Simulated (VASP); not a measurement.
Crystal: SnO2 (Cassiterite).

```
Sn O
1.0
     4.73800    0.00000    0.00000
     0.00000    4.73800    0.00000
     0.00000    0.00000    3.18650
Sn O
2 4
Direct
  0.50000 0.50000 0.50000
  0.00000 0.00000 0.00000
  0.80710 0.19290 0.50000
  0.69290 0.69290 0.00000
  0.19290 0.80710 0.50000
  0.30710 0.30710 0.00000
```

Base run:

- Program: VASP 6.6.1
- Functional: PBE
- Potentials or basis: VASP PAW PBE potentials, release 64 (Sn_d, O)
- Cutoff: 520 eV
- k mesh: 4 × 4 × 6
- Occupations: gaussian, width 0.02 eV
- Spin: spin-orbit coupling, no magnetisation

Its results: pressure 11.7 GPa; largest force 0.293 eV/Å.

Q: The run is repeated on the same cell with these changes: functional from PBE to LDA; potentials or basis from VASP PAW PBE potentials, release 64 (Sn_d, O) to VASP PAW LDA potentials, release 64 (Sn_d, O). What comes out?

A: Pressure 0.3 GPa; largest force 0.179 eV/Å.
